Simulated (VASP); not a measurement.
## LiH in VASP 6.6.1, single-point calculation

INCAR

```
LWAVE = .FALSE.
EDIFF = 1E-7
LCHARG = .FALSE.
NBANDS = 9
LASPH = .TRUE.
SIGMA = 0.02
IBRION = -1
ISMEAR = -1
PREC = Accurate
NELM = 76
ENCUT = 520
ISIF = 2
NSW = 0
GGA = QQ
LREAL = .FALSE.
```

KPOINTS

```
KPOINTS created by Atomic Simulation Environment
0
Gamma
8 8 8
0 0 0
```

POSCAR

```
Li H
 1.0000000000000000
     2.4706000000000001   -0.0383000000000000    0.0032000000000000
    -0.0383000000000000    2.4367000000000001   -0.0035000000000000
     0.0032000000000000   -0.0035000000000000    2.5367000000000002
 Li  H
   1   1
Cartesian
  2.3938344400000005  2.3551648600000004  2.4935331500000002
  1.3234042700000002  1.1342521200000000  1.2143925200000001
```

The recommended PBE PAW datasets give the neutral cell 4 valence electrons.

Command

```
mpirun -np 1 vasp_std
```

Q: Predict the outcome of this run.

A: VASP stopped before the first electronic step.

Standard output (part)

```
POSCAR found type information on POSCAR LiH
 POSCAR found :  2 types and       2 ions
|     EEEEEEE  RRRRRR   RRRRRR   OOOOOOO  RRRRRR      ###     ###     ###     |
|     E        R     R  R     R  O     O  R     R     ###     ###     ###     |
|     E        R     R  R     R  O     O  R     R     ###     ###     ###     |
|     EEEEE    RRRRRR   RRRRRR   O     O  RRRRRR       #       #       #      |
|     E        R    R   R    R   O     O  R    R      ###     ###     ###     |
|     EEEEEEE  R     R  R     R  OOOOOOO  R     R     ###     ###     ###     |
|     Error: One of the selected functionals does not exist.                  |
|       ---->  I REFUSE TO CONTINUE WITH THIS SICK JOB ... BYE!!! <----       |
```

The fault: unknown functional word.
